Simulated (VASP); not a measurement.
# Rb (Fm-3m) in VASP: a series of runs

Runs on Rb. Level: r2SCAN. Tasks: single point.

Program: VASP 6.6.1. These are calculated values, not measurements. Logs are shortened: lines on timing, memory, paths and dates and some standing lists are left out, and cuts for length are marked.

### 1 The crystal as given

Symmetry: Fm-3m, No. 225, cubic system. Conventional cell: a = 7.280 Å, b = 7.280 Å, c = 7.280 Å, α = 90.00°, β = 90.00°, γ = 90.00°.

This isn't the form of Rb at room conditions, which is bcc.

### 2 Single point, r2SCAN

The input, INCAR:

```
SYSTEM = Rb
PREC = Accurate
ENCUT = 550
EDIFF = 1E-6
ISMEAR = 1
SIGMA = 0.2
LREAL = .FALSE.
LASPH = .TRUE.
NELM = 100
ALGO = Normal
ISIF = 2
LWAVE = .FALSE.
LCHARG = .FALSE.
METAGGA = R2SCAN
LMIXTAU = .TRUE.
ADDGRID = .FALSE.
```

The input, KPOINTS:

```
regular mesh
0
G
  5 5 5
  0 0 0
```

The input, POSCAR:

```
Rb
1.0
    0.0790870000      3.6559800000      3.6130310000
    3.6559400000      0.0406780000      3.6514400000
    3.6810400000      3.7194890000      0.0155780000
Rb
1
Direct
   -0.0191540000      0.0033960000      0.0084760000
```

Potentials or basis: VASP PAW PBE potentials, release 64 (Rb_sv).

Launch:

```bash
> cat potpaw_PBE.64/Rb_sv/POTCAR > POTCAR
> mpirun -np 1 vasp_std > vasp.out
```

OUTCAR:

```text
SYSTEM = Rb
   PREC = Accurate
   ENCUT = 550
   EDIFF = 1E-6
   ISMEAR = 1
   LREAL = .FALSE.
   LASPH = .TRUE.
   NELM = 100
   ISIF = 2
   METAGGA = R2SCAN

 Found     63 irreducible k-points:

 Following reciprocal coordinates:
            Coordinates               Weight
  0.000000  0.000000  0.000000      1.000000
  0.200000 -0.000000  0.000000      2.000000
  0.400000  0.000000  0.000000      2.000000
  0.000000  0.200000  0.000000      2.000000
  0.200000  0.200000  0.000000      2.000000
  0.400000  0.200000  0.000000      2.000000
   k-points           NKPTS =     63   k-points in BZ     NKDIM =     63   number of bands    NBANDS=      8
   number of dos      NEDOS =    301   number of ions     NIONS =      1
   total plane-waves  NPLWV =  64000
   dimension x,y,z NGX =    40 NGY =   40 NGZ =   40
   dimension x,y,z NGXF=    80 NGYF=   80 NGZF=   80
   ions per type =               1
   NGX,Y,Z   is equivalent  to a cutoff of  12.94, 12.87, 12.71 a.u.
   NGXF,Y,Z  is equivalent  to a cutoff of  25.87, 25.74, 25.41 a.u.
 SYSTEM =  Rb
   PREC   = accura    normal or accurate (medium, high low for compatibility)
   ISTART =      0    job   : 0-new  1-cont  2-samecut
   ICHARG =      2    charge: 1-file 2-atom 10-const
   ISPIN  =      1    spin polarized calculation?
   LNONCOLLINEAR =      F non collinear calculations
   LSORBIT =      F    spin-orbit coupling
   LASPH  =      T    aspherical Exc in radial PAW
   ENCUT  =  550.0 eV  40.42 Ry    6.36 a.u.   9.83  9.88 10.01*2*pi/ulx,y,z
   NELM   =    100;   NELMIN=  2; NELMDL= -5     # of ELM steps
   EDIFF  = 0.1E-05   stopping-criterion for ELM
   LREAL  =      F    real-space projection
   EDIFFG = 0.1E-04   stopping-criterion for IOM
   NSW    =      0    number of steps for IOM
   IBRION =     -1    ionic relax: 0-MD 1-quasi-New 2-CG
   NFREE  =      0    steps in history (QN), initial steepest desc. (CG)
   ISIF   =      2    stress and relaxation
   ISYM   =      2    0-nonsym 1-usesym 2-fastsym
   POTIM  = 0.5000    time-step for ionic-motion
   TEBEG  =    0.0;   TEEND  =   0.0 temperature during run
   PSTRESS=    0.0 pullay stress
   NELECT =       9.0000    total number of electrons
   NUPDOWN=      -1.0000    fix difference up-down
   EMIN   =  10.00;   EMAX   =-10.00  energy-range for DOS
   EFERMI =   0.00;   METHOD = LEGACY
   ISMEAR =     1;   SIGMA  =   0.20  broadening in eV -4-tet -1-fermi 0-gaus
   EFERMI_NEDOS =   21; number of points for ismear=-14 and -15
   IALGO  =     38    algorithm
   IMIX   =      4    mixing-type and parameters
     AMIX     =   0.40;   BMIX     =  1.00
     AMIX_MAG =   1.60;   BMIX_MAG =  1.00
  volume/ion in A,a.u.               =      96.45       650.86
  Fermi-wavevector in a.u.,A,eV,Ry     =   0.742548  1.403213  7.501953  0.551378
  Thomas-Fermi vector in A             =   1.837453
   LORBIT       =      0    0 simple, 1 ext, 2 COOP (PROOUT), +10 PAW based schemes
   METAGGA = R2SCAN    functional components
   LHFCALC =     F    Hartree Fock is set to
   AEXX    =    0.0000 exact exchange contribution
   IVDW    =     0    specifies the selected vdW correction
   LEPSILON=     F    determine dielectric tensor
   LRPA    =     F    only Hartree local field effects (RPA)
 non-spin polarized calculation
 Methfessel and Paxton  Order N= 1 SIGMA  =   0.20
  energy-cutoff  :      550.00
  volume of cell :       96.45
 maximum number of plane-waves:      2840
   NGX = 19   NGY = 19   NGZ = 21

 number of electron       9.0000000 magnetization

 Free energy of the ion-electron system (eV)
  ---------------------------------------------------
  ext. energy  EPLUGINS =         0.00000000
  ---------------------------------------------------
  free energy    TOTEN  =       -13.94456933 eV

  energy without entropy =      -13.94750508  energy(sigma->0) =      -13.94554792

 E-fermi :   0.0691     XC(G=0):  -5.5815

 val. band max:        0.0302540476   @ k =   0.4000   0.4000   0.0000
 cond. band min:       0.3062267370   @ k =  -0.4000  -0.4000   0.4000
 fundamental gap:      0.2759726894
 Fermi energy:         0.0691044649

 k-point     1 :       0.0000    0.0000    0.0000
  band No.  band energies     occupation
      1     -30.1678      2.00000
      2     -13.6621      2.00000
      3     -13.6620      2.00000
      4     -13.6619      2.00000
      5      -2.0766      2.00000
      6       3.7746     -0.00000
      7       3.8778     -0.00000
      8       4.0272     -0.00000

 k-point     2 :       0.2000   -0.0000    0.0000
  band No.  band energies     occupation
      1     -30.1666      2.00000
      2     -13.6917      2.00000
      3     -13.6666      2.00000
      4     -13.6660      2.00000
      5      -1.6195      2.00000
      6       2.9134     -0.00000
      7       3.8786     -0.00000
      8       4.0005     -0.00000

 k-point     3 :       0.4000    0.0000    0.0000
  band No.  band energies     occupation
      1     -30.1646      2.00000
      2     -13.7390      2.00000
      3     -13.6740      2.00000
      4     -13.6724      2.00000
      5      -0.3932      2.00515
      6       1.2729     -0.00000
      7       3.5906     -0.00000
      8       3.7157     -0.00000

 k-point     4 :       0.0000    0.2000    0.0000
  band No.  band energies     occupation
      1     -30.1667      2.00000
      2     -13.6904      2.00000
      3     -13.6661      2.00000
      4     -13.6655      2.00000
      5      -1.6325      2.00000
      6       2.8304     -0.00000
      7       3.8516     -0.00000
      8       4.1022      0.00000

 k-point     5 :       0.2000    0.2000    0.0000
  band No.  band energies     occupation
      1     -30.1663      2.00000
      2     -13.6892      2.00000
      3     -13.6728      2.00000
      4     -13.6716      2.00000
      5      -1.4863      2.00000
      6       2.8991     -0.00000
      7       3.8108     -0.00000
      8       3.8708     -0.00000

 k-point     6 :       0.4000    0.2000    0.0000
  band No.  band energies     occupation
      1     -30.1646      2.00000
      2     -13.7239      2.00000
      3     -13.6818      2.00000
      4     -13.6804      2.00000
      5      -0.5237      2.00023
      6       1.9386     -0.00000
      7       2.8470     -0.00000
      8       3.8447     -0.00000

 [... further k-points ...]

------------------------ aborting loop because EDIFF is reached ----------------------------------------

  FORCE on cell =-STRESS in cart. coord.  units (eV):
  Direction    XX          YY          ZZ          XY          YZ          ZX
  --------------------------------------------------------------------------------------
  -------------------------------------------------------------------------------------
  Total       -0.0354827     -0.0407175     -0.0369183     -0.0588147      0.0120988     -0.0312787
  in kB       -0.5894330     -0.6763934     -0.6132808     -0.9770206      0.2009828     -0.5195975
  external PRESSURE =      -0.6263691 kB  Pullay stress =       0.0000000 kB

 VOLUME and BASIS-vectors are now :
 -----------------------------------------------------------------------------
  energy-cutoff  :      550.00
  volume of cell :       96.45
      direct lattice vectors                 reciprocal lattice vectors
     0.079087000  3.655980000  3.613031000    -0.140810279  0.138770703  0.139437870
     3.655940000  0.040678000  3.651440000     0.138745112 -0.137882505  0.136484505
     3.681040000  3.719489000  0.015578000     0.136888613  0.133960839 -0.138549672

 POSITION                                       TOTAL-FORCE (eV/Angst)
 -----------------------------------------------------------------------------------
      0.12119      3.61762      3.55636         0.000000      0.000000     -0.000000
 -----------------------------------------------------------------------------------
    total drift:                               -0.000000      0.000000     -0.000000

  FREE ENERGIE OF THE ION-ELECTRON SYSTEM (eV)
  ---------------------------------------------------
  free  energy   TOTEN  =       -13.9445693310 eV

  energy  without entropy=      -13.9475050839  energy(sigma->0) =      -13.94554792
```

stdout:

```text
POSCAR found type information on POSCAR Rb
 POSCAR found :  1 types and       1 ions
 scaLAPACK will be used
 -----------------------------------------------------------------------------
|                                                                             |
|                                                                             |
|     You enforced a specific xc type in the INCAR file but a different       |
|     I HOPE YOU KNOW WHAT YOU ARE DOING!                                     |
|                                                                             |
 -----------------------------------------------------------------------------

 LDA part: xc-table for (None), standard interpolation
 POSCAR, INCAR and KPOINTS ok, starting setup
 FFT: planning ... GRIDC
 FFT: planning ... GRID_SOFT
 FFT: planning ... GRID
 WAVECAR not read
 entering main loop
```

Wall time 3.5 min (1 thread of Intel Xeon 6975P-C (Granite Rapids), shared host); peak memory 0.28 GiB.

The run converged, but some of its settings lie outside the range that counts as converged, so its numbers aren't taken as properties of the crystal.

What came out:

- Free energy: -13.9446 eV
- Pressure: -0.1 GPa
- Band gap on the k mesh: none (metal or under the smearing width)

Caveat: the PAW data sets were made with another functional, which shifts forces and pressure a little.

### 3 Single point, r2SCAN

The input, INCAR:

```
  PREC = Accurate
  ENCUT = 900
  EDIFF = 1E-8
  ISMEAR = -1
  SIGMA = 0.05
  LREAL = F
  LASPH = T
  NELM = 100
  ALGO = Normal
  ISIF = 2
  LWAVE = F
  LCHARG = F
  METAGGA = R2SCAN
  LMIXTAU = T
  ADDGRID = F
```

The input, KPOINTS:

```
Automatic mesh
0
Gamma
  15 15 15
```

The input, POSCAR:

```
Rb
1.0
    0.0000000000      3.6398846700      3.6398846700
    3.6398846700      0.0000000000      3.6398846700
    3.6398846700      3.6398846700      0.0000000000
Rb
1
Direct
    0.0000000000      0.0000000000      0.0000000000
```

Potentials or basis: VASP PAW PBE potentials, release 64 (Rb_sv).

Launch:

```bash
> cat potpaw_PBE.64/Rb_sv/POTCAR > POTCAR
> mpirun -np 1 vasp_std > vasp.out
```

OUTCAR:

```text
PREC = Accurate
   ENCUT = 900
   EDIFF = 1E-8
   ISMEAR = -1
   LREAL = F
   LASPH = T
   NELM = 100
   ISIF = 2
   METAGGA = R2SCAN

 ion  position               nearest neighbor table
   1  0.000  0.000  0.000-

  LATTYP: Found a face centered cubic cell.
 ALAT       =     7.2797693400

  Lattice vectors:

 A1 = (   0.0000000000,   3.6398846700,   3.6398846700)
 A2 = (   3.6398846700,   0.0000000000,   3.6398846700)
 A3 = (   3.6398846700,   3.6398846700,   0.0000000000)

Analysis of symmetry for initial positions (statically):
=====================================================================
 Subroutine PRICEL returns:
 Original cell was already a primitive cell.

 Routine SETGRP: Setting up the symmetry group for a
 face centered cubic supercell.

 Subroutine GETGRP returns: Found 48 space group operations
 (whereof 48 operations were pure point group operations)
 out of a pool of 48 trial point group operations.

The static configuration has the point symmetry O_h .
[... 158 lines left out ...]

 E-fermi :  -0.0507     XC(G=0):  -5.5852

 val. band max:       -0.0571706464   @ k =  -0.2000   0.3333   0.1333
 cond. band min:      -0.0265585527   @ k =   0.4667   0.2667   0.0000
 fundamental gap:      0.0306120937
 Fermi energy:        -0.0507497148

 k-point     1 :       0.0000    0.0000    0.0000
  band No.  band energies     occupation
      1     -30.1632      2.00000
      2     -13.6577      2.00000
      3     -13.6577      2.00000
      4     -13.6577      2.00000
      5      -2.0817      2.00000
      6       3.8975      0.00000
      7       3.8975      0.00000
      8       3.8975      0.00000
[... 243 lines left out ...]
 k-point    24 :       0.2000    0.1333    0.0000
  band No.  band energies     occupation
      1     -30.1621      2.00000
      2     -13.6802      2.00000
      3     -13.6649      2.00000
      4     -13.6642      2.00000
      5      -1.6386      2.00000
      6       3.0258      0.00000
      7       3.8861      0.00000
      8       3.9628      0.00000

 [... further k-points ...]

------------------------ aborting loop because EDIFF is reached ----------------------------------------

  FORCE on cell =-STRESS in cart. coord.  units (eV):
  Direction    XX          YY          ZZ          XY          YZ          ZX
  --------------------------------------------------------------------------------------
  -------------------------------------------------------------------------------------
  Total       -0.0151894     -0.0151894     -0.0151894     -0.0000000      0.0000000      0.0000000
  in kB       -0.2523235     -0.2523235     -0.2523235     -0.0000000      0.0000000      0.0000000
  external PRESSURE =      -0.2523235 kB  Pullay stress =       0.0000000 kB

 VOLUME and BASIS-vectors are now :
 -----------------------------------------------------------------------------
  energy-cutoff  :      900.00
  volume of cell :       96.45
      direct lattice vectors                 reciprocal lattice vectors
     0.000000000  3.639884670  3.639884670    -0.137366990  0.137366990  0.137366990
     3.639884670  0.000000000  3.639884670     0.137366990 -0.137366990  0.137366990
     3.639884670  3.639884670  0.000000000     0.137366990  0.137366990 -0.137366990

 POSITION                                       TOTAL-FORCE (eV/Angst)
 -----------------------------------------------------------------------------------
      0.00000      0.00000      0.00000        -0.000000      0.000000     -0.000000
 -----------------------------------------------------------------------------------
    total drift:                                0.000000      0.000000     -0.000000

  FREE ENERGIE OF THE ION-ELECTRON SYSTEM (eV)
  ---------------------------------------------------
  free  energy   TOTEN  =       -13.9206482405 eV

  energy  without entropy=      -13.9130119347  energy(sigma->0) =      -13.91683009
```

stdout:

```text
POSCAR found type information on POSCAR Rb
 POSCAR found :  1 types and       1 ions
 scaLAPACK will be used
 -----------------------------------------------------------------------------
|                                                                             |
|                                                                             |
|     You enforced a specific xc type in the INCAR file but a different       |
|     I HOPE YOU KNOW WHAT YOU ARE DOING!                                     |
|                                                                             |
 -----------------------------------------------------------------------------

 LDA part: xc-table for (None), standard interpolation
 POSCAR, INCAR and KPOINTS ok, starting setup
 FFT: planning ... GRIDC
 FFT: planning ... GRID_SOFT
 FFT: planning ... GRID
 WAVECAR not read
 entering main loop
```

It took 17 min on 1 thread of Intel Xeon 6975P-C (Granite Rapids), shared host; peak memory 0.51 GiB.

What came out:

```yaml
Free_energy: -13.9206 eV
Pressure: 0.0 GPa
Band_gap_on_the_k_mesh: none (metal or under the smearing width)
```

Caveat: the PAW data sets were made with another functional, which shifts forces and pressure a little.

(Part 1 of 2 ends here.)
